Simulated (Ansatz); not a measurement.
Runs of Ansatz 0.2.0 on TaN. It takes space group Fm-3m (No. 225, cubic). The conventional cell has a = 4.423 Å, b = 4.423 Å, c = 4.423 Å, α = 90.00°, β = 90.00°, γ = 90.00°. Around Ta (site symmetry m-3m) lie 6 N at 2.21 Å. N (site symmetry m-3m) is surrounded by 6 Ta at 2.21 Å. The cell comes from a database or a generator and needn't be the stable form of this composition.

```csv
potentials or basis,cutoff (eV),basis error allowed,pressure (GPa)
"all-electron LAPW, inner shells corrected to Dirac's equation",355,0.001 eV/atom,-10.6
"all-electron LAPW, non-relativistic",352,0.001 eV/atom,(a)
"all-electron LAPW, scalar-relativistic",355,0.001 eV/atom,-10.7
all-electron PAW datasets made for the crystal,480,-,-10.7
```

Alike in all rows: task band structure; level PBEsol; no spin polarisation; cell as given; k mesh 10 × 10 × 10; smearing fermi-dirac 0.05 eV.

Problem. Estimate the missing entries.

Solution. (a) 4.2.

Caveats: relativity is left out, which matters for the heavier elements (some runs).

The runs don't all hold the same shells in valence.
